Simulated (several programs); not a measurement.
Si (diamond), relaxed with r2SCAN in Ansatz, was computed with several methods. The symmetry is Fd-3m (No. 227, cubic); conventional cell a = 5.444 Å, 20.17 Å³ an atom. Around Si lie 4 Si at 2.36 Å. The values are computed, spin-unpolarised.

```xyz
2
Lattice="0.0000 2.7221 2.7221 2.7221 0.0000 2.7221 2.7221 2.7221 0.0000" Properties=species:S:1:pos:R:3 pbc="T T T"
Si    0.0000    0.0000    0.0000
Si    1.3611    1.3611    1.3611
```

Gaps and times are for a single point on this cell; volume and bulk modulus come from each method's own relaxation or energy curve at fixed shape. Times are rough, from shared hosts (AMD EPYC 9B14; Arm Neoverse V2; Intel Xeon Platinum 8375C CPU @ 2.90GHz), and each method has its own mesh and cell size. A star marks a curve whose lowest point is an end point. PM6 (MOPAC), PM7 (MOPAC), GFN1-xTB (tblite), GFN2-xTB (tblite) treat a cluster of cells at its zone centre, which samples few k points: where these miss a band edge, the gap comes out too large for that reason alone. Gaps from k meshes are read at a limited set of points (mesh, symmetry points, PBE's band edges), so each method's own least gap may be somewhat smaller. Force fields have no electrons; where one was fitted to this phase, its volume and modulus reflect the fit. xTB and the PM methods were fitted mostly to molecules, and can miss a solid's gap by electronvolts. Minimal bases can be far off for gaps. Times of the plane-wave ladder aren't listed, since it ran on unlike processors and cards. GLLB-SC's gap includes the derivative discontinuity. G0W0 is at finite bands, cutoff and mesh. d marks a direct gap, i an indirect one (no mark: not told apart), a dash a value that wasn't computed or didn't pass its checks.

```tsv
method	kind	gap (eV)	own volume (Å³/atom)	bulk modulus (GPa)	atoms computed	processor time
PBEsol	semilocal	–	20.05	–	2	–
Si.sw (LAMMPS)	force field	–	20.02	101	2	0.1 s
Si.tersoff (LAMMPS)	force field	–	20.03	98	2	0.1 s
SiC_Erhart-Albe.tersoff (LAMMPS)	force field	–	20.00	99	2	0.1 s
Si.edip (LAMMPS)	force field	–	20.02	–	2	0.11 s
light PBE (260 eV and a coarse mesh)	light plane-wave	0.56 i	–	–	2	0.33 s
non-self-consistent DFTB (CP2K)	tight binding	2.84 i	–	–	2	0.38 s
LDA	semilocal	0.48 i	19.71	–	2	–
PBE	semilocal	0.58 i	20.46	89	2	–
r2SCAN	semilocal	0.77 i	20.17	97	2	–
GFN1-xTB (tblite)	tight binding	0.43	22.20*	86*	cluster	2.5 s
PBE/SZV (CP2K)	small basis	2.66 i	21.33	88	2	2.7 s
GFN2-xTB (tblite)	tight binding	1.67	19.60	120	cluster	3.3 s
PBE/single zeta (GPAW)	small basis	1.69 i	–	–	2	3.5 s
GLLB-SC (GPAW)	model potential	1.06	–	–	2	4.5 s
PBE/DZVP (CP2K)	small basis	0.64 i	20.43	90	2	6.3 s
G0W0@r2SCAN (180 eV screening cutoff)	many-body	1.20	–	–	2	–
PM7 (MOPAC)	semi-empirical	6.65	18.11*	188*	cluster	11 s
G0W0@LDA (140 eV screening cutoff)	many-body	1.01	–	–	2	–
G0W0@PBE (260 eV screening cutoff)	many-body	1.11	–	–	2	–
LC-ωPBE	hybrid	5.48 i	–	–	2	–
G0W0@HSE06 (180 eV screening cutoff)	many-body	1.33	–	–	2	–
G0W0@PBE0 (180 eV screening cutoff)	many-body	1.48	–	–	2	–
PBE0	hybrid	1.80 i	–	–	2	–
HSE06	hybrid	1.14 i	20.14	–	2	–
DDH-PBE0	hybrid	0.94 i	–	–	2	–
r2SCAN0	hybrid	1.87 i	–	–	2	–
PM6 (MOPAC)	semi-empirical	3.60	–	–	cluster	100 s
```

Question: How far from the measured values lie the methods that can be set against them?

Answer:
- Band gap, measured 1.11 eV: light PBE (260 eV and a coarse mesh) -0.55 eV, non-self-consistent DFTB (CP2K) +1.73 eV, LDA -0.63 eV, PBE -0.53 eV, r2SCAN -0.34 eV, GFN1-xTB (tblite) -0.68 eV, PBE/SZV (CP2K) +1.55 eV, GFN2-xTB (tblite) +0.56 eV, PBE/single zeta (GPAW) +0.58 eV, GLLB-SC (GPAW) -0.05 eV, PBE/DZVP (CP2K) -0.47 eV, G0W0@r2SCAN (180 eV screening cutoff) +0.09 eV, PM7 (MOPAC) +5.54 eV, G0W0@LDA (140 eV screening cutoff) -0.10 eV, G0W0@PBE (260 eV screening cutoff) 0.00 eV, LC-ωPBE +4.37 eV, G0W0@HSE06 (180 eV screening cutoff) +0.22 eV, G0W0@PBE0 (180 eV screening cutoff) +0.37 eV, PBE0 +0.69 eV, HSE06 +0.03 eV, DDH-PBE0 -0.17 eV, r2SCAN0 +0.76 eV, PM6 (MOPAC) +2.49 eV.
- Volume, measured 20.02 Å³ an atom: PBEsol +0.1 %, Si.sw (LAMMPS) 0.0 %, Si.tersoff (LAMMPS) 0.0 %, SiC_Erhart-Albe.tersoff (LAMMPS) -0.1 %, Si.edip (LAMMPS) 0.0 %, LDA -1.6 %, PBE +2.2 %, r2SCAN +0.7 %, PBE/SZV (CP2K) +6.5 %, GFN2-xTB (tblite) -2.1 %, PBE/DZVP (CP2K) +2.0 %, HSE06 +0.6 %.
The calculations are for a static lattice; samples hold vibrations, temperature and, in optical gaps, excitons. A measured value is shown where most reports agree with it, and only for the quantities listed. Sources: 1.11 eV (indirect band gap at room temperature, quoted from a textbook; 300 K; “Enhancement of Coherent Phonon Amplitude in Phase-change Materials by Near-infrared Laser Irradiation”; Cited literature value at room temperature, quoted in passing; not measured on this substrate; 2017; arxiv:1709.02567); 20.02 Å³ an atom (from the lattice constants; cubic lattice constant, previously observed value; 300 K; “Combined Raman spectroscopy and electrical transport measurements in ultra-high vacuum down to 3.7 K”; literature value from thermal expansion data, not measured on this wafer; 2024; arxiv:2410.03271).
